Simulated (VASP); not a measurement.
# Cu (Fm-3m) in VASP: further runs

The runs below take Cu through relaxation of cell and atoms, with r2SCAN, LDA.

Program: VASP 6.6.1. These are calculated values, not measurements. Logs are shortened: lines on timing, memory, paths and dates and some standing lists are left out, and cuts for length are marked.

## Step 1: The crystal as given

Symmetry: Fm-3m, No. 225, cubic system. Conventional cell: a = 3.615 Å, b = 3.615 Å, c = 3.615 Å, α = 90.00°, β = 90.00°, γ = 90.00°. Cu (site symmetry m-3m) has 12 Cu at 2.56 Å as nearest neighbours.

## Step 2: Relaxation of cell and atoms, r2SCAN, target pressure 7.3 GPa, at which the enthalpy is minimised

Contents of INCAR:

```
SYSTEM = Cu
  PREC = Accurate
  ENCUT = 600
  EDIFF = 1E-6
  ISMEAR = 1
  SIGMA = 0.1
  LREAL = .FALSE.
  LASPH = .TRUE.
  NELM = 80
  ALGO = Normal
  ISIF = 3
  LWAVE = .FALSE.
  LCHARG = .FALSE.
  METAGGA = R2SCAN
  LMIXTAU = .TRUE.
  IBRION = 2
  NSW = 90
  EDIFFG = -0.01
  PSTRESS = 73.0
```

Contents of KPOINTS:

```
regular mesh
0
G
  18 18 18
  0 0 0
```

Contents of POSCAR:

```
Cu
1.0
    0.0000000000      1.8075000000      1.8075000000
    1.8075000000      0.0000000000      1.8075000000
    1.8075000000      1.8075000000      0.0000000000
Cu
1
Direct
    0.0000000000      0.0000000000      0.0000000000
```

Potentials or basis: VASP PAW PBE potentials, release 64 (Cu).

Launch:

```console
$ cat potpaw_PBE.64/Cu/POTCAR > POTCAR
$ mpirun -np 1 vasp_std > vasp.out
```

OUTCAR:

```text
SYSTEM = Cu
   PREC = Accurate
   ENCUT = 600
   EDIFF = 1E-6
   ISMEAR = 1
   LREAL = .FALSE.
   LASPH = .TRUE.
   NELM = 80
   ISIF = 3
   METAGGA = R2SCAN
   IBRION = 2
   NSW = 90
   EDIFFG = -0.01
   PSTRESS = 73.0

 ion  position               nearest neighbor table
   1  0.000  0.000  0.000-

  LATTYP: Found a face centered cubic cell.
 ALAT       =     3.6150000000

  Lattice vectors:

 A1 = (   0.0000000000,   1.8075000000,   1.8075000000)
 A2 = (   1.8075000000,   0.0000000000,   1.8075000000)
 A3 = (   1.8075000000,   1.8075000000,   0.0000000000)

Analysis of symmetry for initial positions (statically):
=====================================================================
 Subroutine PRICEL returns:
 Original cell was already a primitive cell.

 Routine SETGRP: Setting up the symmetry group for a
 face centered cubic supercell.

 Subroutine GETGRP returns: Found 48 space group operations
 (whereof 48 operations were pure point group operations)
 out of a pool of 48 trial point group operations.

The static configuration has the point symmetry O_h .

Analysis of symmetry for dynamics (positions and initial velocities):
=====================================================================
 Subroutine PRICEL returns:
 Original cell was already a primitive cell.

 Routine SETGRP: Setting up the symmetry group for a
 face centered cubic supercell.

 Subroutine GETGRP returns: Found 48 space group operations
 (whereof 48 operations were pure point group operations)
 out of a pool of 48 trial point group operations.

The dynamic configuration has the point symmetry O_h .

 Subroutine INISYM returns: Found 48 space group operations
 (whereof 48 operations are pure point group operations),
 and found     1 'primitive' translations

----------------------------------------------------------------------------------------

                                     Primitive cell

  volume of cell :      11.8104

  direct lattice vectors                    reciprocal lattice vectors
     0.000000000  1.807500000  1.807500000    -0.276625173  0.276625173  0.276625173
     1.807500000  0.000000000  1.807500000     0.276625173 -0.276625173  0.276625173
     1.807500000  1.807500000  0.000000000     0.276625173  0.276625173 -0.276625173
[... 88 lines left out ...]
   ISIF   =      3    stress and relaxation
   ISYM   =      2    0-nonsym 1-usesym 2-fastsym
   POTIM  = 0.5000    time-step for ionic-motion
   TEBEG  =    0.0;   TEEND  =   0.0 temperature during run
   PSTRESS=   73.0 pullay stress
   NELECT =      11.0000    total number of electrons
   NUPDOWN=      -1.0000    fix difference up-down
   EMIN   =  10.00;   EMAX   =-10.00  energy-range for DOS
   EFERMI =   0.00;   METHOD = LEGACY
   ISMEAR =     1;   SIGMA  =   0.10  broadening in eV -4-tet -1-fermi 0-gaus
   EFERMI_NEDOS =   21; number of points for ismear=-14 and -15
   IALGO  =     38    algorithm
   IMIX   =      4    mixing-type and parameters
     AMIX     =   0.40;   BMIX     =  1.00
     AMIX_MAG =   1.60;   BMIX_MAG =  1.00
  volume/ion in A,a.u.               =      11.81        79.70
  Fermi-wavevector in a.u.,A,eV,Ry     =   1.598763  3.021224 34.777078  2.556043
  Thomas-Fermi vector in A             =   2.696162
   LORBIT       =      0    0 simple, 1 ext, 2 COOP (PROOUT), +10 PAW based schemes
   METAGGA = R2SCAN    functional components
   LHFCALC =     F    Hartree Fock is set to
   AEXX    =    0.0000 exact exchange contribution
   IVDW    =     0    specifies the selected vdW correction
   LEPSILON=     F    determine dielectric tensor
   LRPA    =     F    only Hartree local field effects (RPA)
 conjugate gradient relaxation of ions
 non-spin polarized calculation
 Methfessel and Paxton  Order N= 1 SIGMA  =   0.10
  energy-cutoff  :      600.00
  volume of cell :       11.81
 maximum number of plane-waves:       411
   NGX = 11   NGY = 11   NGZ = 11

--------------------------------------- Ionic step        1  -------------------------------------------

 number of electron      11.0000001 magnetization

 Free energy of the ion-electron system (eV)
  ---------------------------------------------------
  ext. energy  EPLUGINS =         0.00000000
  ---------------------------------------------------
  free energy    TOTEN  =       -10.82318558 eV

  energy without entropy =      -10.82311427  energy(sigma->0) =      -10.82316181

------------------------ aborting loop because EDIFF is reached ----------------------------------------

  FORCE on cell =-STRESS in cart. coord.  units (eV):
  Direction    XX          YY          ZZ          XY          YZ          ZX
  --------------------------------------------------------------------------------------
  -------------------------------------------------------------------------------------
  Total       -0.3027662     -0.3027662     -0.3027662      0.0000000      0.0000000      0.0000000
  in kB      -41.0726779    -41.0726779    -41.0726779      0.0000000      0.0000000      0.0000000
  external PRESSURE =    -114.0726779 kB  Pullay stress =      73.0000000 kB
[... 98 lines left out ...]
--------------------------------------- Ionic step        4  -------------------------------------------

 number of electron      11.0000006 magnetization

 Free energy of the ion-electron system (eV)
  ---------------------------------------------------
  ext. energy  EPLUGINS =         0.00000000
  ---------------------------------------------------
  free energy    TOTEN  =       -10.81676964 eV

  energy without entropy =      -10.81674682  energy(sigma->0) =      -10.81676203

 E-fermi :   8.2355     XC(G=0): -14.2147

 val. band max:        8.2332557516   @ k =   0.5000   0.3333   0.1667
 cond. band min:       8.2445177520   @ k =  -0.4444   0.1111   0.0556
 fundamental gap:      0.0112620004
 Fermi energy:         8.2354686566

 k-point     1 :       0.0000    0.0000    0.0000
  band No.  band energies     occupation
      1      -1.9478      2.00000
      2       4.9199      2.00000
      3       4.9200      2.00000
      4       4.9200      2.00000
      5       5.8308      2.00000
      6       5.8308      2.00000
      7      32.2326      0.00000
      8      35.8243      0.00000
      9      35.8245      0.00000
[... 265 lines left out ...]
 k-point    24 :      -0.2222    0.0556    0.0000
  band No.  band energies     occupation
      1       0.3060      2.00000
      2       4.5758      2.00000
      3       5.0889      2.00000
      4       5.1335      2.00000
      5       5.7801      2.00000
      6       6.0571      2.00000
      7      22.4427      0.00000
      8      29.9427      0.00000
      9      33.7487      0.00000

 [... further k-points ...]
[... 5 lines left out ...]
  --------------------------------------------------------------------------------------
  -------------------------------------------------------------------------------------
  Total        0.5076204      0.5076204      0.5076204      0.0000000      0.0000000      0.0000000
  in kB       73.7904808     73.7904808     73.7904808      0.0000000      0.0000000      0.0000000
  external PRESSURE =       0.7904808 kB  Pullay stress =      73.0000000 kB
[... 20 lines left out ...]
  energy  without entropy=      -10.8167468212  energy(sigma->0) =      -10.81676203

  enthalpy is  TOTEN    =       -10.3145871065 eV   P V=        0.5021825313

 reached required accuracy - stopping structural energy minimisation
```

Run time: 1.9 min. Hardware: 1 thread of Intel Xeon 6975P-C (Granite Rapids), shared host; peak memory 0.15 GiB.

What came out:

| Item | Value |
| --- | --- |
| Free energy | -10.8168 eV |
| Relaxed volume | 11.02 Å³/atom |
| Relaxed cell | a = 2.498 Å, b = 2.498 Å, c = 2.498 Å, α = 60.00°, β = 60.00°, γ = 60.00° |
| Space group after relaxing (to 0.05 Å) | Fm-3m (No. 225) |
| Energy change on relaxing (the enthalpy is what falls) | +6.4 meV/atom |
| Ionic steps | 4 |
| Pressure after relaxing | 7.4 GPa |
| Band gap on the k mesh | none (metal or under the smearing width) |

The path:
| step | energy change (eV) | largest force (eV/Å) | pressure (GPa) | volume (Å³) |
| --- | --- | --- | --- | --- |
| 1 | 0.0000 | 0.0000 | -4.11 | 11.81 |
| 2 | 0.0552 | 0.0000 | 19.51 | 10.43 |
| 3 | 0.0057 | 0.0000 | 7.14 | 11.04 |
| 4 | 0.0064 | 0.0000 | 7.38 | 11.02 |

Final structure:
```yaml
crystal:
  lattice:
    - [0.00000, 1.76634, 1.76634]
    - [1.76634, 0.00000, 1.76634]
    - [1.76634, 1.76634, 0.00000]
  atoms:
    - { symbol: Cu, position: [0.00000, 0.00000, 0.00000] }
```

Caveat: the cell is relaxed towards a set pressure, so the enthalpy falls and the energy may rise; the PAW data sets were made with another functional, which shifts forces and pressure a little.

(Part 1 of 2 ends here.)
